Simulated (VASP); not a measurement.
# Br: single point with PBE

The system is Br.

```
Br
1.0
    -1.28677    1.72000    3.57799
     1.28677   -1.72000    3.57799
     1.28677    1.72000   -3.57799
Br
1
Direct
  0.00000 0.00000 0.00000
```

| Property | Result |
| --- | --- |
| Program | VASP 6.6.1 |
| Task | single point |
| Functional | PBE |
| Potentials or basis | VASP PAW PBE potentials, release 64 (Br) |
| Cutoff | 520 eV |
| k mesh | 13 × 13 × 13 |
| Occupations | fermi-dirac, width 0.05 eV |
| Spin | no spin polarisation |
| Further INCAR settings | ALGO = Normal; EDIFF = 1e-07; NBANDS = 10 |

* Pressure: 1.1 GPa
* Band gap on the k mesh: none (metal or under the smearing width)

Stress tensor (GPa, compression positive):
```
0.98 0.00 0.00
0.00 1.18 0.00
0.00 0.00 1.15
```

Levels at points of the mesh, in eV from the Fermi level:
```
           k point  band 1  band 2  band 3  band 4  band 5  band 6
(0.00, 0.00, 0.00)  -15.75   -1.85   -1.10    4.01    5.47    9.36
```

Wall time 52 s on 1 thread of Intel(R) Xeon(R) 6975P-C (Granite Rapids) (shared host), peak memory 0.24 GiB.

Caveat: an odd number of electrons without spin polarisation forces a metal; a magnetic or distorted state may lie lower.
